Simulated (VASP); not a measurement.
# MoS2 (P-3m1) in VASP: notebook

The runs below take MoS2 through single point, with HSE06.

Program: VASP 6.6.1. These are calculated values, not measurements. Logs are shortened: lines on timing, memory, paths and dates and some standing lists are left out, and cuts for length are marked.

### Step 1. Starting point

The structure is trigonal, space group P-3m1 (No. 164). The conventional cell has a = 3.227 Å, b = 3.227 Å, c = 6.312 Å, α = 90.00°, β = 90.00°, γ = 120.00°. Mo (site symmetry -3m) is surrounded by 6 S at 2.42 Å. S (site symmetry 3m) has 3 Mo at 2.42 Å as nearest neighbours.

Measurements of this composition are mostly on another form, of space group No. 194.

### Step 2. Single point, HSE06

Input file POSCAR:

```
MoS2
1.0
    3.2274645616      0.0000000000      0.0000000000
   -1.6137322808      2.7950663001      0.0000000000
    0.0000000000      0.0000000000      6.3124734200
Mo S
1 2
Direct
    0.0000000000      0.0000000000      0.5000000000
    0.6666666667      0.3333333333      0.7446806800
    0.3333333333      0.6666666667      0.2553193200
```

Input file INCAR.step1:

```
ALGO = Normal ; EDIFF = 1E-5
ENCUT = 350 ; GGA = PE
ISIF = 2 ; ISMEAR = 0
LASPH = True ; LCHARG = False
LREAL = False ; LWAVE = True
NBANDS = 21 ; NELM = 100
NKRED = 2 ; PREC = Accurate
SIGMA = 0.01
```

Input file INCAR.step2:

```
ALGO = Normal ; EDIFF = 1E-6
ENCUT = 350 ; GGA = PE
HFSCREEN = 0.2 ; ISIF = 2
ISMEAR = 0 ; ISTART = 1
LASPH = True ; LCHARG = False
LHFCALC = True ; LREAL = False
LWAVE = False ; NBANDS = 21
NELM = 100 ; NKRED = 2
PREC = Accurate ; PRECFOCK = Fast
SIGMA = 0.01
```

Input file KPOINTS:

```
k-points
0
Gamma
  4 4 2
```

Potentials or basis: VASP PAW PBE potentials, release 64 (Mo_sv, S).

The run is started by

```console
$ cat potpaw_PBE.64/Mo_sv/POTCAR potpaw_PBE.64/S/POTCAR > POTCAR
$ cp INCAR.step1 INCAR
$ mpirun -np 1 vasp_std > vasp.out
$ cp INCAR.step2 INCAR
$ mpirun -np 1 vasp_std > vasp.out
```

OUTCAR:

```text
EDIFF = 1E-6
   ENCUT = 350
   GGA = PE
   HFSCREEN = 0.2
   ISIF = 2
   ISMEAR = 0
   ISTART = 1
   LASPH = True
   LHFCALC = True
   LREAL = False
   NELM = 100
   NKRED = 2
   PREC = Accurate
   PRECFOCK = Fast

 Found      8 irreducible k-points:

 Following reciprocal coordinates:
            Coordinates               Weight
  0.000000  0.000000  0.000000      1.000000
  0.250000  0.000000  0.000000      6.000000
  0.500000  0.000000  0.000000      3.000000
  0.250000  0.250000  0.000000      6.000000
  0.000000  0.000000  0.500000      1.000000
  0.250000  0.000000  0.500000      6.000000
   k-points           NKPTS =      8   k-points in BZ     NKDIM =     32   number of bands    NBANDS=     21
   number of dos      NEDOS =    301   number of ions     NIONS =      3
   total plane-waves  NPLWV =  16000
   dimension x,y,z NGX =    20 NGY =   20 NGZ =   40
   dimension x,y,z NGXF=    40 NGYF=   40 NGZF=   80
   ions per type =               1   2
   NGX,Y,Z   is equivalent  to a cutoff of  10.30, 10.30, 10.53 a.u.
   NGXF,Y,Z  is equivalent  to a cutoff of  20.60, 20.60, 21.07 a.u.
 SYSTEM =  unknown system
   PREC   = accura    normal or accurate (medium, high low for compatibility)
   ISTART =      1    job   : 0-new  1-cont  2-samecut
   ICHARG =      0    charge: 1-file 2-atom 10-const
   ISPIN  =      1    spin polarized calculation?
   LNONCOLLINEAR =      F non collinear calculations
   LSORBIT =      F    spin-orbit coupling
   LASPH  =      T    aspherical Exc in radial PAW
   ENCUT  =  350.0 eV  25.72 Ry    5.07 a.u.   4.92  4.92  9.63*2*pi/ulx,y,z
   NELM   =    100;   NELMIN=  2; NELMDL=  0     # of ELM steps
   EDIFF  = 0.1E-05   stopping-criterion for ELM
   LREAL  =      F    real-space projection
   EDIFFG = 0.1E-04   stopping-criterion for IOM
   NSW    =      0    number of steps for IOM
   IBRION =     -1    ionic relax: 0-MD 1-quasi-New 2-CG
   NFREE  =      0    steps in history (QN), initial steepest desc. (CG)
   ISIF   =      2    stress and relaxation
   ISYM   =      3    0-nonsym 1-usesym 2-fastsym
   POTIM  = 0.5000    time-step for ionic-motion
   TEBEG  =    0.0;   TEEND  =   0.0 temperature during run
   PSTRESS=    0.0 pullay stress
   NELECT =      26.0000    total number of electrons
   NUPDOWN=      -1.0000    fix difference up-down
   EMIN   =  10.00;   EMAX   =-10.00  energy-range for DOS
   EFERMI =   0.00;   METHOD = LEGACY
   ISMEAR =     0;   SIGMA  =   0.01  broadening in eV -4-tet -1-fermi 0-gaus
   EFERMI_NEDOS =   21; number of points for ismear=-14 and -15
   IALGO  =     38    algorithm
   IMIX   =      1    mixing-type and parameters
     AMIX     =   0.40;   BMIX     =  1.00
     AMIX_MAG =   1.60;   BMIX_MAG =  1.00
  volume/ion in A,a.u.               =      18.98       128.09
  Fermi-wavevector in a.u.,A,eV,Ry     =   1.260612  2.382212 21.621610  1.589144
  Thomas-Fermi vector in A             =   2.394113
   LORBIT       =      0    0 simple, 1 ext, 2 COOP (PROOUT), +10 PAW based schemes
   GGA     = PE    functional components
   LHFCALC =     T    Hartree Fock is set to
   PRECFOCK=fast      Normal, Fast or Accurate (Low or Medium for compatibility)
   ENCUT4O =  -1.0   cutoff for four orbital integrals eV
   NKREDX  =     2    reduce k-point grid by
   NKREDY  =     2    reduce k-point grid by
   NKREDZ  =     2    reduce k-point grid by
   AEXX    =    0.2500 exact exchange contribution
   HFSCREEN=    0.2000 screening length (either q_TF or 0.3 A-1)
   HFSCREENC=   0.2000 screening length for correlation (either q_TF or 0.3 A-1)
   ENCUTFOCK=  -1.0 apply spherical cutoff to Coloumb kernel
   IVDW    =     0    specifies the selected vdW correction
   LEPSILON=     F    determine dielectric tensor
   LRPA    =     F    only Hartree local field effects (RPA)
 non-spin polarized calculation
 Gauss-broadening in eV      SIGMA  =   0.01
  energy-cutoff  :      350.00
  volume of cell :       56.94
 maximum number of plane-waves:       860
 NGX is ok and might be reduce to    20
  NGX = 12; NGY = 12; NGZ = 24

 number of electron      25.9999996 magnetization

 Free energy of the ion-electron system (eV)
  ---------------------------------------------------
  ext. energy  EPLUGINS =         0.00000000
  ---------------------------------------------------
  free energy    TOTEN  =       -25.86952983 eV

  energy without entropy =      -25.86856569  energy(sigma->0) =      -25.86904776

 E-fermi :   7.0121     XC(G=0):  -8.6137

 val. band max:        6.1140841712   @ k =   0.0000   0.0000   0.5000
 cond. band min:       7.0151709196   @ k =   0.2500   0.2500   0.0000
 fundamental gap:      0.9010867484
 Fermi energy:         7.0121252177

 k-point     1 :       0.0000    0.0000    0.0000
  band No.  band energies     occupation
      1     -59.3459      2.00000
      2     -32.0763      2.00000
      3     -31.8792      2.00000
      4     -31.8792      2.00000
      5     -10.0024      2.00000
      6      -8.4186      2.00000
      7      -1.0282      2.00000
      8       1.9033      2.00000
      9       1.9033      2.00000
     10       4.1627      2.00000
     11       5.1154      2.00000
     12       5.1565      2.00000
     13       5.1565      2.00000
     14       5.8512      2.00000
     15       5.8512      2.00000
     16      10.5521      0.00000
     17      10.5521      0.00000
     18      13.5105      0.00000
     19      13.7386      0.00000
     20      17.1817      0.00000
     21      17.1817      0.00000

 k-point     2 :       0.2500    0.0000    0.0000
  band No.  band energies     occupation
      1     -59.2412      2.00000
      2     -31.9923      2.00000
      3     -31.8541      2.00000
      4     -31.7950      2.00000
      5      -8.9191      2.00000
      6      -8.0419      2.00000
      7       0.1926      2.00000
      8       0.9769      2.00000
      9       1.8617      2.00000
     10       2.2549      2.00000
     11       4.2248      2.00000
     12       4.2787      2.00000
     13       4.8223      2.00000
     14       7.9058      0.00000
     15       8.1138      0.00000
     16      10.6085      0.00000
     17      10.7508      0.00000
     18      15.0346      0.00000
     19      15.3103      0.00000
     20      15.9167      0.00000
     21      17.7470      0.00000

 k-point     3 :       0.5000    0.0000    0.0000
  band No.  band energies     occupation
      1     -59.3055      2.00000
      2     -32.3057      2.00000
      3     -32.0019      2.00000
      4     -31.9810      2.00000
      5      -8.2926      2.00000
      6      -7.5694      2.00000
      7      -1.1822      2.00000
      8       0.9408      2.00000
      9       1.1221      2.00000
     10       1.6785      2.00000
     11       2.6917      2.00000
     12       4.2842      2.00000
     13       4.3436      2.00000
     14       8.3020      0.00000
     15       8.9574      0.00000
     16      10.9267      0.00000
     17      11.2576      0.00000
     18      13.0249      0.00000
     19      14.4871      0.00000
     20      15.9152      0.00000
     21      15.9355      0.00000

 k-point     4 :       0.2500    0.2500    0.0000
  band No.  band energies     occupation
      1     -59.2212      2.00000
      2     -32.1483      2.00000
      3     -31.9552      2.00000
      4     -31.7648      2.00000
      5      -7.7670      2.00000
      6      -7.7413      2.00000
      7       0.0412      2.00000
      8       0.6044      2.00000
      9       1.7588      2.00000
     10       1.7792      2.00000
     11       1.8828      2.00000
     12       3.2649      2.00000
     13       7.0152      0.66667
     14       7.9561      0.00000
     15       8.8205      0.00000
     16       9.6631      0.00000
     17      11.5636      0.00000
     18      14.0143      0.00000
     19      15.7177      0.00000
     20      16.5633      0.00000
     21      17.5410      0.00000

 k-point     5 :       0.0000    0.0000    0.5000
  band No.  band energies     occupation
      1     -59.3464      2.00000
      2     -32.0740      2.00000
      3     -31.8790      2.00000
      4     -31.8789      2.00000
      5      -9.8020      2.00000
      6      -8.7463      2.00000
      7      -0.1813      2.00000
      8       1.9164      2.00000
      9       1.9164      2.00000
     10       2.3454      2.00000
     11       5.1467      2.00000
     12       5.1467      2.00000
     13       5.7768      2.00000
     14       5.7768      2.00000
     15       6.1141      2.00000
     16      10.7222      0.00000
     17      10.7222      0.00000
     18      13.4813      0.00000
     19      15.3650      0.00000
     20      16.4840      0.00000
     21      17.3046      0.00000

 k-point     6 :       0.2500    0.0000    0.5000
  band No.  band energies     occupation
      1     -59.3119      2.00000
      2     -32.1972      2.00000
      3     -31.8870      2.00000
      4     -31.8562      2.00000
      5      -8.7610      2.00000
      6      -8.2886      2.00000
      7       0.2556      2.00000
      8       1.1107      2.00000
      9       1.6760      2.00000
     10       2.2204      2.00000
     11       3.5386      2.00000
     12       4.2918      2.00000
     13       4.9343      2.00000
     14       8.1010      0.00000
     15       8.1860      0.00000
     16       9.9713      0.00000
     17      10.6068      0.00000
     18      14.7092      0.00000
     19      15.0285      0.00000
     20      16.0750      0.00000
     21      18.2448      0.00000

 [... further k-points ...]

------------------------ aborting loop because EDIFF is reached ----------------------------------------

  FORCE on cell =-STRESS in cart. coord.  units (eV):
  Direction    XX          YY          ZZ          XY          YZ          ZX
  --------------------------------------------------------------------------------------
  -------------------------------------------------------------------------------------
  Total       -1.2154904     -1.2154904     -2.0327389     -0.0000000     -0.0000000      0.0000000
  in kB      -34.1986482    -34.1986482    -57.1924917     -0.0000000     -0.0000000      0.0000000
  external PRESSURE =     -41.8632627 kB  Pullay stress =       0.0000000 kB

 VOLUME and BASIS-vectors are now :
 -----------------------------------------------------------------------------
  energy-cutoff  :      350.00
  volume of cell :       56.94
      direct lattice vectors                 reciprocal lattice vectors
     3.227464562  0.000000000  0.000000000     0.309840737  0.178886633  0.000000000
    -1.613732281  2.795066300  0.000000000     0.000000000  0.357773266  0.000000000
     0.000000000  0.000000000  6.312473420     0.000000000  0.000000000  0.158416509

 POSITION                                       TOTAL-FORCE (eV/Angst)
 -----------------------------------------------------------------------------------
      0.00000      0.00000      3.15624         0.000000      0.000000     -0.000000
      1.61373      0.93169      4.70078        -0.000000      0.000000     -0.428352
     -0.00000      1.86338      1.61170         0.000000     -0.000000      0.428352
 -----------------------------------------------------------------------------------
    total drift:                               -0.000000     -0.000000      0.000006

  FREE ENERGIE OF THE ION-ELECTRON SYSTEM (eV)
  ---------------------------------------------------
  free  energy   TOTEN  =       -25.8695298320 eV

  energy  without entropy=      -25.8685656925  energy(sigma->0) =      -25.86904776
```

Wall time 54 s (1 thread of Intel Xeon Platinum 8259CL at 2.50GHz (Skylake/Cascade Lake), shared host); peak memory 0.24 GiB.

These settings aren't checked as converged: the numbers below hold their error.

What came out:

| Property | Result |
| --- | --- |
| Free energy | -25.8695 eV |
| Pressure | -4.2 GPa |
| Largest force | 0.428 eV/Å |
| Band gap on the k mesh | none (metal or under the smearing width) |

Caveat: the k mesh is coarse (spacing up to 0.56 Å⁻¹), so the values aren't converged, least of all with exact exchange; the PAW data sets were made with another functional, which shifts forces and pressure a little; this functional lacks dispersion, which binds the layers, so the pressure and a relaxed spacing across them are unreliable.

### Step 3. Single point, HSE06

POSCAR is that of step 2.

Changes to INCAR.step1 since step 2:

```diff
@@ -6,3 +6,3 @@
 NBANDS = 21 ; NELM = 100
-NKRED = 2 ; PREC = Accurate
+NKRED = 1 ; PREC = Accurate
 SIGMA = 0.01
```

Changes to INCAR.step2 since step 2:

```diff
@@ -7,4 +7,4 @@
 LWAVE = False ; NBANDS = 21
-NELM = 100 ; NKRED = 2
-PREC = Accurate ; PRECFOCK = Fast
+NELM = 100 ; NKRED = 1
+PREC = Accurate ; PRECFOCK = Normal
 SIGMA = 0.01
```

Input file KPOINTS:

```
k-points
0
Gamma
  5 5 2
```

Potentials or basis: VASP PAW PBE potentials, release 64 (Mo_sv, S).

The run is started by

```console
$ cat potpaw_PBE.64/Mo_sv/POTCAR potpaw_PBE.64/S/POTCAR > POTCAR
$ cp INCAR.step1 INCAR
$ mpirun -np 1 vasp_std > vasp.out
$ cp INCAR.step2 INCAR
$ mpirun -np 1 vasp_std > vasp.out
```

OUTCAR:

```text
EDIFF = 1E-6
   ENCUT = 350
   GGA = PE
   HFSCREEN = 0.2
   ISIF = 2
   ISMEAR = 0
   ISTART = 1
   LASPH = True
   LHFCALC = True
   LREAL = False
   NELM = 100
   NKRED = 1
   PREC = Accurate
   PRECFOCK = Normal

 Found     10 irreducible k-points:

 Following reciprocal coordinates:
            Coordinates               Weight
  0.000000  0.000000  0.000000      1.000000
  0.200000 -0.000000  0.000000      6.000000
  0.400000  0.000000  0.000000      6.000000
  0.200000  0.200000  0.000000      6.000000
  0.400000  0.200000  0.000000      6.000000
  0.000000  0.000000  0.500000      1.000000
   k-points           NKPTS =     10   k-points in BZ     NKDIM =     50   number of bands    NBANDS=     21
   number of dos      NEDOS =    301   number of ions     NIONS =      3
   total plane-waves  NPLWV =  16000
   dimension x,y,z NGX =    20 NGY =   20 NGZ =   40
   dimension x,y,z NGXF=    40 NGYF=   40 NGZF=   80
   ions per type =               1   2
   NGX,Y,Z   is equivalent  to a cutoff of  10.30, 10.30, 10.53 a.u.
   NGXF,Y,Z  is equivalent  to a cutoff of  20.60, 20.60, 21.07 a.u.
 SYSTEM =  unknown system
   PREC   = accura    normal or accurate (medium, high low for compatibility)
   ISTART =      1    job   : 0-new  1-cont  2-samecut
   ICHARG =      0    charge: 1-file 2-atom 10-const
   ISPIN  =      1    spin polarized calculation?
   LNONCOLLINEAR =      F non collinear calculations
   LSORBIT =      F    spin-orbit coupling
   LASPH  =      T    aspherical Exc in radial PAW
   ENCUT  =  350.0 eV  25.72 Ry    5.07 a.u.   4.92  4.92  9.63*2*pi/ulx,y,z
   NELM   =    100;   NELMIN=  2; NELMDL=  0     # of ELM steps
   EDIFF  = 0.1E-05   stopping-criterion for ELM
   LREAL  =      F    real-space projection
   EDIFFG = 0.1E-04   stopping-criterion for IOM
   NSW    =      0    number of steps for IOM
   IBRION =     -1    ionic relax: 0-MD 1-quasi-New 2-CG
   NFREE  =      0    steps in history (QN), initial steepest desc. (CG)
   ISIF   =      2    stress and relaxation
   ISYM   =      3    0-nonsym 1-usesym 2-fastsym
   POTIM  = 0.5000    time-step for ionic-motion
   TEBEG  =    0.0;   TEEND  =   0.0 temperature during run
   PSTRESS=    0.0 pullay stress
[... 17 lines left out ...]
   ENCUT4O =  -1.0   cutoff for four orbital integrals eV
   NKREDX  =     1    reduce k-point grid by
   NKREDY  =     1    reduce k-point grid by
   NKREDZ  =     1    reduce k-point grid by
   AEXX    =    0.2500 exact exchange contribution
   HFSCREEN=    0.2000 screening length (either q_TF or 0.3 A-1)
   HFSCREENC=   0.2000 screening length for correlation (either q_TF or 0.3 A-1)
   ENCUTFOCK=  -1.0 apply spherical cutoff to Coloumb kernel
   IVDW    =     0    specifies the selected vdW correction
   LEPSILON=     F    determine dielectric tensor
   LRPA    =     F    only Hartree local field effects (RPA)
 non-spin polarized calculation
 Gauss-broadening in eV      SIGMA  =   0.01
  energy-cutoff  :      350.00
  volume of cell :       56.94
 maximum number of plane-waves:       856
 NGX is ok and might be reduce to    20
  NGX = 16; NGY = 16; NGZ = 30

 number of electron      25.9999996 magnetization

 Free energy of the ion-electron system (eV)
  ---------------------------------------------------
  ext. energy  EPLUGINS =         0.00000000
  ---------------------------------------------------
  free energy    TOTEN  =       -25.14248550 eV

  energy without entropy =      -25.14180847  energy(sigma->0) =      -25.14214699

 E-fermi :   6.5894     XC(G=0):  -8.6163

 val. band max:        6.5893867327   @ k =   0.4000   0.2000   0.0000
 cond. band min:       6.6404476091   @ k =   0.0000   0.0000   0.5000
 fundamental gap:      0.0510608764
 Fermi energy:         6.5893867327

 k-point     1 :       0.0000    0.0000    0.0000
  band No.  band energies     occupation
      1     -59.3119      2.00000
      2     -31.9154      2.00000
      3     -31.8618      2.00000
      4     -31.8618      2.00000
      5      -9.9169      2.00000
      6      -8.3096      2.00000
[... 133 lines left out ...]
     20      16.5054      0.00000
     21      17.3107      0.00000

 [... further k-points ...]

------------------------ aborting loop because EDIFF is reached ----------------------------------------

  FORCE on cell =-STRESS in cart. coord.  units (eV):
  Direction    XX          YY          ZZ          XY          YZ          ZX
  --------------------------------------------------------------------------------------
  -------------------------------------------------------------------------------------
  Total       -1.3331935     -1.3331935     -1.3674996      0.0000000      0.0000000      0.0000000
  in kB      -37.5103075    -37.5103075    -38.4755305      0.0000000      0.0000000      0.0000000
  external PRESSURE =     -37.8320485 kB  Pullay stress =       0.0000000 kB

 VOLUME and BASIS-vectors are now :
 -----------------------------------------------------------------------------
  energy-cutoff  :      350.00
  volume of cell :       56.94
      direct lattice vectors                 reciprocal lattice vectors
     3.227464562  0.000000000  0.000000000     0.309840737  0.178886633  0.000000000
    -1.613732281  2.795066300  0.000000000     0.000000000  0.357773266  0.000000000
     0.000000000  0.000000000  6.312473420     0.000000000  0.000000000  0.158416509

 POSITION                                       TOTAL-FORCE (eV/Angst)
 -----------------------------------------------------------------------------------
      0.00000      0.00000      3.15624         0.000000      0.000000      0.000000
      1.61373      0.93169      4.70078         0.000000     -0.000000     -0.399612
     -0.00000      1.86338      1.61170        -0.000000      0.000000      0.399612
 -----------------------------------------------------------------------------------
    total drift:                                0.000000      0.000000      0.000000

  FREE ENERGIE OF THE ION-ELECTRON SYSTEM (eV)
  ---------------------------------------------------
  free  energy   TOTEN  =       -25.1424855002 eV

  energy  without entropy=      -25.1418084727  energy(sigma->0) =      -25.14214699
```

It took 10 min on 1 thread of Intel Xeon Platinum 8259CL at 2.50GHz (Skylake/Cascade Lake), shared host; peak memory 0.25 GiB.

The run converged, but some of its settings lie outside the range that counts as converged, so its numbers aren't taken as properties of the crystal.

Results:

- Free energy: -25.1425 eV
- Pressure: -3.8 GPa
- Largest force: 0.400 eV/Å
- Band gap on the k mesh: none (metal or under the smearing width)

Caveat: the k mesh is coarse (spacing up to 0.50 Å⁻¹), so the values aren't converged, least of all with exact exchange; the PAW data sets were made with another functional, which shifts forces and pressure a little; this functional lacks dispersion, which binds the layers, so the pressure and a relaxed spacing across them are unreliable.

[end of part 1 of 2]
